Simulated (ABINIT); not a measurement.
Runs of ABINIT 10.8.3 (patched build) on BeS. The structure is cubic, space group F-43m (No. 216). The conventional cell has a = 4.850 Å, b = 4.850 Å, c = 4.850 Å, α = 90.00°, β = 90.00°, γ = 90.00°. S (site symmetry -43m) is surrounded by 4 Be at 2.10 Å. Be (site symmetry -43m) is surrounded by 4 S at 2.10 Å. 

```csv
level,potentials or basis,k mesh,cutoff (eV),smearing,fine-grid cutoff,most SCF steps,gap on the mesh (eV),pressure (GPa)
RPBE,JTH PAW PBE v2.0,9 × 9 × 9,653,fermi-dirac 0.05 eV,1251.72 eV,-,3.31,(b)
PW91,JTH PAW PBE v2.0,9 × 9 × 9,653,fermi-dirac 0.05 eV,1251.72 eV,-,3.22,1.3
BLYP,JTH PAW PBE v2.0,9 × 9 × 9,653,fermi-dirac 0.05 eV,1251.72 eV,-,3.47,4.6
revPBE,JTH PAW PBE v2.0,9 × 9 × 9,653,fermi-dirac 0.05 eV,1251.72 eV,-,3.28,(d)
SCAN,JTH PAW PBE v2.0,9 × 9 × 9,653,fermi-dirac 0.05 eV,1251.72 eV,-,3.67,0.5
PBEsol,JTH PAW PBE v2.0,9 × 9 × 9,653,fermi-dirac 0.05 eV,1251.72 eV,-,(a),-0.9
AM05,JTH PAW PBE v2.0,9 × 9 × 9,653,fermi-dirac 0.05 eV,1251.72 eV,-,3.09,-0.6
r2SCAN,JTH PAW PBE v2.0,9 × 9 × 9,653,fermi-dirac 0.05 eV,1251.72 eV,-,3.67,1.1
HSE06,SG15 NC PBE v1.2,6 × 6 × 6,599,fixed,-,60,4.13,0.3
WC,JTH PAW PBE v2.0,9 × 9 × 9,653,fermi-dirac 0.05 eV,1251.72 eV,-,(c),-0.8
PBE0,SG15 NC PBE v1.2,6 × 6 × 6,599,fixed,-,60,4.82,-0.2
LDA,JTH PAW PBE v2.0,9 × 9 × 9,653,fermi-dirac 0.05 eV,1251.72 eV,-,2.99,-3.3
```

Alike in all rows: task single point; no spin polarisation; cell as given.

Estimate the missing entries.

(a) 3.02; (b) 3.6; (c) 3.03; (d) 3.1.

Caveats: the PAW data sets were made with another functional, which shifts forces and pressure a little (some runs); an odd mesh through Γ misses points on the zone boundary, where band edges often lie (some runs); the potentials were made for another functional, which shifts forces and pressure (some runs); Libxc's HSE differs a little from that of other programs (some runs).

Runs at the PBE level aren't shown here.
